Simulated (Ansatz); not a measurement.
# Energy landscape near a AlRu structure

Method: DFT PBE, scalar-relativistic, plane waves, PAW in Ansatz.

Cutoff 420 eV; k points 12×12×12 on the computed 2-atom cell (Γ-centred); Gaussian smearing, width 0.10 eV; no spin polarisation.

Reference cell:

```xyz
2
Lattice="2.9916 0.0000 0.0000 0.0000 2.9916 0.0000 0.0000 0.0000 2.9916" Properties=species:S:1:pos:R:3 pbc="T T T"
Al    0.0000    0.0000    0.0000
Ru    1.4958    1.4958    1.4958
```

Each variant moves atoms of this cell by the vectors given, if any (Å), and then applies a symmetric strain (tensor components, Cartesian axes). The reference cell isn't relaxed at this level. Energies are per atom at zero smearing, counted from the lowest variant. Pressure is positive in compression.

1. strain (xx yy zz yz xz xy, %) 1.26 2.76 2.76 0.00 0.00 0.00
2. strain (xx yy zz yz xz xy, %) 2.10 2.25 2.20 -0.01 0.50 -0.09; moves: Al1 (-0.092, 0.027, -0.115); Ru2 (0.092, -0.027, 0.115)
3. no strain; moves: Al1 (0.003, 0.062, -0.065)
4. strain (xx yy zz yz xz xy, %) 4.41 4.41 4.41 1.00 1.00 1.00; moves: Al1 (0.058, 0.058, 0.058); Ru2 (-0.058, -0.058, -0.058)
5. no strain; moves: Ru2 (0.096, 0.264, 0.248)
6. strain (xx yy zz yz xz xy, %) -0.46 -0.46 -1.96 0.00 0.00 0.00

```csv
variant,ΔE (meV/atom),P (GPa),largest force (eV/Å),space group
1,10.3,-9.94,0.00,P4/mmm
2,152.5,-3.66,2.02,P1
3,1.0,3.08,0.71,P1
4,139.2,-16.18,0.84,R3m
5,289.8,13.62,3.60,P1
6,0.0,9.15,0.00,P4/mmm
```